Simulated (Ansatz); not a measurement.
Zn in Ansatz: the effect of functional

Zn:

```
Zn
1.0
     0.00000    1.96478    1.96478
     1.96478    0.00000    1.96478
     1.96478    1.96478    0.00000
Zn
1
Direct
  0.00000 0.00000 0.00000
```

This isn't the form of Zn at room conditions, which is hcp.

Alike in all runs:

| Item | Value |
| --- | --- |
| Program | Ansatz 0.2.0 |
| Task | band structure |
| Potentials or basis | Ansatz PAW |
| k mesh | 7 × 7 × 7 |
| Occupations | fermi-dirac, width 0.05 eV |
| Spin | no spin polarisation |

```tsv
functional	cutoff	pressure (GPa)
LDA	420 eV (not typed: the program's choice for these potentials)	-9.2
PBEsol	420 eV (not typed: the program's choice for these potentials)	?
r2SCAN	500 eV (not typed: the program's choice for these potentials)	-4.9
```

**Question.** What does the run with functional PBEsol give?

**Answer.** Pressure -5.7 GPa.

Caveats: all runs use coarse meshes; the PAW data sets come from PBE, with cores solved anew for the run's functional, which leaves a small shift of forces and pressure.
